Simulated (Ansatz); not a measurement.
# Residual resistivity of an alloy: Ta(100) with 4 layers of random Ta-Ru, 2x2, part 2 of 2

Wanted: resistance against the alloy's length, first Ta(100) with 4 layers of random Ta-Ru, 2x2.

Ansatz 0.2.0; Ansatz plane-wave DFT, PBE, PAW files; ballistic transport by layer matching (Landauer), zero bias; PAW set soft_1.

So far. Step 3 (With 8 alloy layers): Over the solved energies the transmission per spin lies between 3.27 and 3.45, out of 10.2 channels of the lead on average (up to 10.5).

**4. With 12 alloy layers**

In 12 layers a share of 0.25 of the sites is given to Ru at random. A fresh draw is used; the growth of the resistance with length is what counts.

System of this step: Ta(100) with 12 layers of random Ta-Ru, 2x2. The cell holds 88 atoms: 76 Ta and 12 Ru. Cell: a = 6.605 Å, b = 6.605 Å, c = 36.328 Å, α = 90.0°, β = 90.0°, γ = 90.0°. It derives from Ta. Regions: lead, 40 atoms (40 Ta); scattering region, 48 atoms (36 Ta and 12 Ru). The structure is stacked along c, and the current runs across the ab planes.

Input file input.yaml:

```yaml
crystal:
  lattice:
    - [6.60512, 0.0, 0.0]
    - [0.0, 6.60512, 0.0]
    - [0.0, 0.0, 36.32816]
  atoms:
    - { symbol: Ta, position: [0.0, 0.0, 0.0227272727] }
    - { symbol: Ta, position: [0.0, 0.5, 0.0227272727] }
    - { symbol: Ta, position: [0.5, 0.0, 0.0227272727] }
    - { symbol: Ta, position: [0.5, 0.5, 0.0227272727] }
    - { symbol: Ta, position: [0.25, 0.25, 0.0681818182] }
    - { symbol: Ta, position: [0.25, 0.75, 0.0681818182] }
    - { symbol: Ta, position: [0.75, 0.25, 0.0681818182] }
    - { symbol: Ta, position: [0.75, 0.75, 0.0681818182] }
    - { symbol: Ta, position: [0.0, 0.0, 0.1136363636] }
    - { symbol: Ta, position: [0.0, 0.5, 0.1136363636] }
    - { symbol: Ta, position: [0.5, 0.0, 0.1136363636] }
    - { symbol: Ta, position: [0.5, 0.5, 0.1136363636] }
    - { symbol: Ta, position: [0.25, 0.25, 0.1590909091] }
    - { symbol: Ta, position: [0.25, 0.75, 0.1590909091] }
    - { symbol: Ta, position: [0.75, 0.25, 0.1590909091] }
    - { symbol: Ta, position: [0.75, 0.75, 0.1590909091] }
    - { symbol: Ta, position: [0.0, 0.0, 0.2045454545] }
    - { symbol: Ta, position: [0.0, 0.5, 0.2045454545] }
    - { symbol: Ta, position: [0.5, 0.0, 0.2045454545] }
    - { symbol: Ta, position: [0.5, 0.5, 0.2045454545] }
    - { symbol: Ta, position: [0.25, 0.25, 0.25] }
    - { symbol: Ta, position: [0.25, 0.75, 0.25] }
    - { symbol: Ta, position: [0.75, 0.25, 0.25] }
    - { symbol: Ta, position: [0.75, 0.75, 0.25] }
    - { symbol: Ta, position: [0.0, 0.0, 0.2954545455] }
    - { symbol: Ta, position: [0.0, 0.5, 0.2954545455] }
    - { symbol: Ru, position: [0.5, 0.0, 0.2954545455] }
    - { symbol: Ta, position: [0.5, 0.5, 0.2954545455] }
    - { symbol: Ru, position: [0.25, 0.25, 0.3409090909] }
    - { symbol: Ru, position: [0.25, 0.75, 0.3409090909] }
    - { symbol: Ta, position: [0.75, 0.25, 0.3409090909] }
    - { symbol: Ta, position: [0.75, 0.75, 0.3409090909] }
    - { symbol: Ta, position: [0.0, 0.0, 0.3863636364] }
    - { symbol: Ru, position: [0.0, 0.5, 0.3863636364] }
    - { symbol: Ta, position: [0.5, 0.0, 0.3863636364] }
    - { symbol: Ta, position: [0.5, 0.5, 0.3863636364] }
    - { symbol: Ru, position: [0.25, 0.25, 0.4318181818] }
    - { symbol: Ta, position: [0.25, 0.75, 0.4318181818] }
    - { symbol: Ru, position: [0.75, 0.25, 0.4318181818] }
    - { symbol: Ta, position: [0.75, 0.75, 0.4318181818] }
    - { symbol: Ta, position: [0.0, 0.0, 0.4772727273] }
    - { symbol: Ta, position: [0.0, 0.5, 0.4772727273] }
    - { symbol: Ru, position: [0.5, 0.0, 0.4772727273] }
    - { symbol: Ta, position: [0.5, 0.5, 0.4772727273] }
    - { symbol: Ta, position: [0.25, 0.25, 0.5227272727] }
    - { symbol: Ta, position: [0.25, 0.75, 0.5227272727] }
    - { symbol: Ta, position: [0.75, 0.25, 0.5227272727] }
    - { symbol: Ta, position: [0.75, 0.75, 0.5227272727] }
    - { symbol: Ta, position: [0.0, 0.0, 0.5681818182] }
    - { symbol: Ta, position: [0.0, 0.5, 0.5681818182] }
    - { symbol: Ta, position: [0.5, 0.0, 0.5681818182] }
    - { symbol: Ta, position: [0.5, 0.5, 0.5681818182] }
    - { symbol: Ru, position: [0.25, 0.25, 0.6136363636] }
    - { symbol: Ta, position: [0.25, 0.75, 0.6136363636] }
    - { symbol: Ru, position: [0.75, 0.25, 0.6136363636] }
    - { symbol: Ta, position: [0.75, 0.75, 0.6136363636] }
    - { symbol: Ta, position: [0.0, 0.0, 0.6590909091] }
    - { symbol: Ru, position: [0.0, 0.5, 0.6590909091] }
    - { symbol: Ta, position: [0.5, 0.0, 0.6590909091] }
    - { symbol: Ru, position: [0.5, 0.5, 0.6590909091] }
    - { symbol: Ta, position: [0.25, 0.25, 0.7045454545] }
    - { symbol: Ta, position: [0.25, 0.75, 0.7045454545] }
    - { symbol: Ta, position: [0.75, 0.25, 0.7045454545] }
    - { symbol: Ru, position: [0.75, 0.75, 0.7045454545] }
    - { symbol: Ta, position: [0.0, 0.0, 0.75] }
    - { symbol: Ta, position: [0.0, 0.5, 0.75] }
    - { symbol: Ta, position: [0.5, 0.0, 0.75] }
    - { symbol: Ta, position: [0.5, 0.5, 0.75] }
    - { symbol: Ta, position: [0.25, 0.25, 0.7954545455] }
    - { symbol: Ta, position: [0.25, 0.75, 0.7954545455] }
    - { symbol: Ta, position: [0.75, 0.25, 0.7954545455] }
    - { symbol: Ta, position: [0.75, 0.75, 0.7954545455] }
    - { symbol: Ta, position: [0.0, 0.0, 0.8409090909] }
    - { symbol: Ta, position: [0.0, 0.5, 0.8409090909] }
    - { symbol: Ta, position: [0.5, 0.0, 0.8409090909] }
    - { symbol: Ta, position: [0.5, 0.5, 0.8409090909] }
    - { symbol: Ta, position: [0.25, 0.25, 0.8863636364] }
    - { symbol: Ta, position: [0.25, 0.75, 0.8863636364] }
    - { symbol: Ta, position: [0.75, 0.25, 0.8863636364] }
    - { symbol: Ta, position: [0.75, 0.75, 0.8863636364] }
    - { symbol: Ta, position: [0.0, 0.0, 0.9318181818] }
    - { symbol: Ta, position: [0.0, 0.5, 0.9318181818] }
    - { symbol: Ta, position: [0.5, 0.0, 0.9318181818] }
    - { symbol: Ta, position: [0.5, 0.5, 0.9318181818] }
    - { symbol: Ta, position: [0.25, 0.25, 0.9772727273] }
    - { symbol: Ta, position: [0.25, 0.75, 0.9772727273] }
    - { symbol: Ta, position: [0.75, 0.25, 0.9772727273] }
    - { symbol: Ta, position: [0.75, 0.75, 0.9772727273] }
kpoints:
  mp_grid: { grid: [4, 4, 1] }
hamiltonian:
  xc: pbe
  pseudopotentials: { kind: paw, azcp: { folder: soft_1 } }
scf:
  occupations: { method: fermi_dirac, width: 0.1 }
output:
  transmission: { leads: [[0, 4]], kmesh: [8, 8], e_range: [-0.05, 0.05], de: 0.05 }
  write_potential: true
  write_density: true
  volumetric_format: npy
```

Command:

```
$ ansatz run input.yaml --threads 4 --pin off --max-ram 15360MiB --backend cpu --events-out ev --progress --plain --runs-dir out
```

Numbers of over 12 decimals in the logs are rounded to 6 here.

Log:

```text
[...]
Crystal: 88 atoms, lattice volume = 1584.911 Å³
Basis set: ecut = 420 eV, 30897 PW (Γ)
Bands: 708, of which v1, the nominal top of the filled ones, is band 590 counted from 1 (589 counted from 0)
Symmetry: 1 space group operations
[...]
k-points: 10 of 16 (time reversal used)
[...]
SCF iter   1: F=—  HF=-825786.511791 eV  |F-HF|=—  |Δ(HF+E_count)|=         —  Δρ=2.42e-1  dr2=1.39e4  ethr=3.10e-3  ⟨swp⟩=7.0  Hψ=29497  notcnv=0
[...]
SCF iter  11: F=-825476.876241 eV  HF=-825476.876241 eV  |F-HF|=2.91e-8  |Δ(HF+E_count)|=   4.20e-8  Δρ=6.48e-7  dr2=3.20e-8  ethr=8.47e-12  ⟨swp⟩=15.0  Hψ=30396  notcnv=0
SCF 1 converged in 11 iterations: F = -825476.876241 eV  dr2 = 3.20e-8
[...]
transmission: 240 of 2312 steps passed
transmission: 471 of 2312 steps passed
[...]
transmission: 2312 of 2312 steps passed
SCF converged after 11 iterations
Free energy (F): -825476.876241 eV
[...]
Internal energy: -825473.836977 eV  (E = F + TS)
E sigma→0 (E₀):  -825475.356609 eV
Entropy (-TS):   -3.039264 eV (-34.537 meV/atom)
Fermi energy:    18.357556 eV
[...]
--- Band table (eV; the first three rows and the last of 10) ---
  k-point 0: bands = [... 586 lower, 18.8374, 18.8640, 18.8860, 18.9052, 18.9157, 18.9321, 18.9756, 18.9889, ... 114 higher]
  k-point 1: bands = [... 586 lower, 18.5763, 18.5854, 18.6079, 18.6168, 18.6375, 18.6556, 18.6678, 18.6787, ... 114 higher]
  k-point 2: bands = [... 586 lower, 18.1946, 18.2010, 18.2380, 18.2466, 18.2732, 18.2968, 18.3349, 18.3870, ... 114 higher]
  k-point 9: bands = [... 586 lower, 17.7188, 17.7263, 17.7291, 17.7334, 17.7370, 17.7371, 17.7403, 17.7411, ... 114 higher]
--- Transmission ---
  basis      : 377 plane waves across, 68 finite elements along
  points     : 34, standing for a mesh of 8 x 8
[...]
channels       : 1.048438e1 a spin
[...]
junction   : crystal 0 to crystal 0, 0.70 to 35.37 Å
    transmission   : 2.921685e0 a spin
[...]
```

The job ended after 24 min (4 threads of Intel Xeon Platinum 8488C (Sapphire Rapids), shared host; peak memory 9 GiB; 82 min of CPU time).

Numbers from this step:

```
free energy                                   : -825476.8762 eV
energy at zero smearing                       : -825475.3566 eV
Fermi energy                                  : 18.36 eV
transmission per spin nearest the Fermi level : 2.922
step of the lead's potential                  : 3.4 meV
```

Per spin. Transmission, zone mean against energy, zero at the Fermi level:

```tsv
energy (eV)	transmission, zone mean
-0.0500	2.95
0.0000	2.92
0.0500	2.84
```

Over the solved energies the transmission per spin lies between 2.84 and 2.95, out of 10.2 channels of the lead on average (up to 10.5).

**5. The fit**

This step: Ansatz plane-wave DFT, PBE, PAW files; ballistic transport by layer matching (Landauer), zero bias; residual resistivity from the slope of the area resistance, atoms on the host's lattice; PAW set soft_1 (Ansatz 0.2.0).

Numbers from this step:

```
resistivity           : 61.36 µΩ cm
intercept             : 0.2190 fΩ m²
scatter about the fit : 0.06600 fΩ m²
```

Resistance, by row:

```tsv
run	length (Å)	T	channels N	RA (fΩ m²)
n4	6.605	4.988	10.21	0.5776
n8	13.21	3.363	10.21	1.123
n12	19.82	2.903	10.21	1.388
```

Area resistance against length of the alloy:

```tsv
length of the alloy (Å)	area resistance (fΩ m²)
6.61	0.578
13.21	1.12
19.82	1.39
```

The area resistance goes from 0.58 to 1.4 fΩ m² between 6.6 and 19.8 Å, a slope of 61 µΩ cm.

By hand from the end points: (1.388 − 0.5776) fΩ m² / (19.82 − 6.61) Å = 61 µΩ cm, since 1 fΩ m² per Å is 1000 µΩ cm.

**6. What came out**

```json
{
  "resistivity from the slope": "61.4 µΩ cm",
  "area resistance over 6.61 Å": "0.578 fΩ m²",
  "area resistance over 13.2 Å": "1.12 fΩ m²",
  "area resistance over 19.8 Å": "1.39 fΩ m²"
}
```

What this shows: The slope gives 61 µΩ cm. The points scatter by 0.066 fΩ m² about the line, with one random draw a length in a 2x2 cell, so the slope is a rough value. Read with a model of isotropic scattering on a spherical Fermi surface and the lead's 1.8×10¹⁵ S/m², this slope means a mean free path near 6.8 Å; over these lengths the model's slope is within 3 % of its bulk resistivity. The atoms sit on the host's lattice, so scattering by size misfit is left out. Spin-orbit coupling is left out, which matters for Ta.

[Logs are printed without paths, hosts, clocks, repeated set-up lines and the standing remarks that a program may print on its own settings, such as how far it seeks lower states.]

[Hosts, paths, dates, database ids (printed as entryN), source tags and the programs' standing remarks are cut or masked in the printed files.]
